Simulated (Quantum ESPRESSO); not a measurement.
The system is Te.

```
CELL_PARAMETERS angstrom
4.45400 0.00000 0.00000
-2.22700 3.85728 0.00000
0.00000 0.00000 5.92400
ATOMIC_POSITIONS crystal
Te 0.73100 0.73100 0.00000
Te 0.00000 0.26900 0.66667
Te 0.26900 0.00000 0.33333
```

Base run:

* Program: Quantum ESPRESSO 7.5
* Functional: BLYP
* Potentials or basis: GBRV 1.5 PBE
* Cutoff: 612 eV
* Density cutoff: 4898 eV
* k mesh: 6 × 6 × 4, shifted
* Occupations: fermi-dirac, width 0.05 eV
* Spin: no spin polarisation

Its results: pressure 5.3 GPa; largest force 0.355 eV/Å; electronic dielectric tensor (diagonal) 33.67, 33.67, 50.90.

Question: The run is repeated on the same cell with these changes: functional from BLYP to PBEsol; potentials or basis from GBRV 1.5 PBE to GBRV 1.5 PBEsol. What comes out?

Answer: Pressure -1.0 GPa; largest force 0.222 eV/Å; electronic dielectric tensor (diagonal) 35.63, 35.63, 53.74.

Caveats: the potentials were made for another functional, which shifts forces and pressure (some runs); the cell is more than 3 GPa from zero pressure, which shifts response properties (some runs).
